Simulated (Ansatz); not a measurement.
**Epitaxial strain in BaTe: moduli and critical thickness**

Method: DFT PBE, scalar-relativistic, plane waves, PAW in Ansatz. Run with 420 eV cutoff, 6×6×4 k-mesh, Gaussian smearing of 0.02 eV, no spin polarisation.

Starting point, cell and atoms relaxed:

```xyz
4
Lattice="3.5333 3.5333 0.0000 -3.5333 3.5333 0.0000 0.0000 0.0000 7.0666" Properties=species:S:1:pos:R:3 pbc="T T T"
Ba    0.0000    0.0000    0.0000
Ba    0.0000    3.5333    3.5333
Te    0.0000    3.5333    0.0000
Te    0.0000    0.0000    3.5333
```

The a-b plane is strained alike in both directions, as on a substrate, while c and the atoms relax within the symmetry that the strain leaves. Stress is positive in compression; energies are free energies at the smearing used, per atom.

| strain (%) | c (Å) | σ in plane (GPa) | ΔE (meV/atom) |
| --- | --- | --- | --- |
| -4.5 | 7.1575 | 4.51 | 48.94 |
| -3.0 | 7.1249 | 2.69 | 20.26 |
| -1.5 | 7.0947 | 1.20 | 4.66 |
| +0.0 | 7.0666 | -0.02 | 0.00 |
| +1.5 | 7.0343 | -1.01 | 4.44 |
| +3.0 | 7.0048 | -1.81 | 16.40 |
| +4.5 | 6.9762 | -2.44 | 34.52 |

Problem. Get the biaxial modulus twice, from the stresses and from the energies of the innermost pair.

Solution. From stress: M = −Δσ/Δε = (1.20 − (-1.01)) / 0.030 = 74 GPa. Two in-plane directions each store σε/2, so the energy density is Mε²: M = (mean ΔE)/(V ε²) = 4.55 meV / (44.110 Å³ × 0.015²) × 0.16022 GPa Å³/meV = 73 GPa. The two agree.

Problem. How well does Mε², with M from the stresses, predict the outermost points?

Solution. 41.1 meV predicted against 48.9 computed at -4.5 %; 41.1 meV predicted against 34.5 computed at +4.5 %. Compression costs more than stretching, the usual sign of bonds that stiffen as they shorten.

Problem. How does c respond, and up to what thickness can a film with 1 % or 2 % misfit stay coherent on a thick substrate?

Solution. c answers with ε_c = −0.29 ε. In an isotropic solid that ratio is 2ν/(1 − ν), so ν = r/(2 + r) = 0.12. A film of thickness h stores Mε²h per area, 7.4 mJ/m² per nm at 1 %. The Matthews–Blakeslee balance for pure edge misfit dislocations, h = b/(8πf(1 + ν)) × (ln(h/b) + 1), with b taken as the in-plane vector a = 5.00 Å, solved by iteration, gives 6.2 nm at f = 1 % and 2.2 nm at 2 %. This is an isotropic estimate in which the moduli cancel; the real Burgers vector, glide system, anisotropy and slow kinetics can shift it by a factor of a few, mostly upward.